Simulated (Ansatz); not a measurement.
BN built on the zincblende prototype, relaxed with r2SCAN in Ansatz. Space group F-43m (No. 216), cubic; a = 3.610 Å in the conventional setting, 5.88 Å³ an atom. B is surrounded by 4 N at 1.56 Å; N is surrounded by 4 B at 1.56 Å.

The axes x, y and z are those of this cell:
```xyz
2
Lattice="0.0000 1.8048 1.8048 1.8048 0.0000 1.8048 1.8048 1.8048 0.0000" Properties=species:S:1:pos:R:3 pbc="T T T"
B     0.0000    0.0000    0.0000
N     0.9024    0.9024    0.9024
```

Unstrained: PBE gives an indirect gap of 4.477 eV, from Γ to X; the least direct gap is 8.852 eV at Γ. With r2SCAN the valence top lies at Γ and the conduction bottom at X, 5.003 eV higher; the smallest vertical gap, at Γ, is 9.587 eV. With HSE06 the valence top lies at Γ and the conduction bottom at X, 5.794 eV higher; the smallest vertical gap, at Γ, is 10.592 eV. Meshes: PBE 12×12×12, r2SCAN 12×12×12, HSE06 8×8×8. Strains are changes of length per length. After each strain the atoms were relaxed again with r2SCAN within the symmetry that the strain leaves, so tilts or polar shifts that break it weren't tested; points keep the names that they have in the unstrained zone. Calculated for a static, non-magnetic cell.

(1) One strain changed the r2SCAN stress by xx +2.00, yy +2.00, zz +2.00, xy +1.59, xz +1.59, yz +1.59 GPa (compression positive) and the gap by -0.008 eV (PBE), -0.007 eV (r2SCAN), -0.004 eV (HSE06). Which kind of strain was it, and roughly how large?

(2) Estimate what uniaxial +2.5 % along z, other directions held does to the gap.

(3) One strain changed the r2SCAN stress by xx -32.01, yy -32.01, zz -0.04 GPa (compression positive) and the gap by -0.978 eV (PBE), -1.009 eV (r2SCAN), -1.016 eV (HSE06). Which kind of strain was it, and roughly how large?

(4) One strain changed the r2SCAN stress by xx -29.54, yy -29.54, zz -29.54 GPa (compression positive) and the gap by -0.103 eV (PBE), -0.121 eV (r2SCAN), -0.126 eV (HSE06). Which kind of strain was it, and roughly how large?

(5) For epitaxial -2.5 % in the plane normal to [111], how far does the free direction move, and what happens to the gap?

## Answers

(1) Uniaxial -0.5 % along [111], other directions held. The pattern of the stress gives the kind; the size needs the stiffness, so it is an estimate.

(2) PBE: the gap goes from 4.477 to 4.230 eV (-0.247 eV); the X points, equivalent before, split by 419 meV, and the conduction bottom lies at those like (0, 1/2, 1/2); with r2SCAN the top three valence levels at Γ, degenerate before, become 2+1 from the top over 256 meV. r2SCAN: the gap goes from 5.003 to 4.746 eV (-0.257 eV); the X points, equivalent before, split by 432 meV, and the conduction bottom lies at those like (0, 1/2, 1/2). HSE06: the gap goes from 5.794 to 5.536 eV (-0.258 eV); the X points, equivalent before, split by 430 meV, and the conduction bottom lies at those like (0, 1/2, 1/2). The r2SCAN energy rises by 9.2 meV an atom.

(3) Epitaxial +4.0 % in the xy plane, free normal strain -1.74 %. The pattern of the stress gives the kind; the size needs the stiffness, so it is an estimate.

(4) Isotropic +3.0 % on every length. The pattern of the stress gives the kind; the size needs the stiffness, so it is an estimate.

(5) The normal strain at zero normal stress is +0.40 %, 0.16 of the in-plane strain with the sign turned. PBE: the gap goes from 4.477 to 4.435 eV (-0.042 eV); with r2SCAN the top three valence levels at Γ, degenerate before, become 2+1 from the top over 200 meV. r2SCAN: the gap goes from 5.003 to 4.971 eV (-0.032 eV). HSE06: the gap goes from 5.794 to 5.772 eV (-0.022 eV).

The meshes of the hybrids are coarse, so their gaps aren't converged to the digits shown.

The splittings at Γ are without spin-orbit coupling, which regroups them where it is of like size or larger.
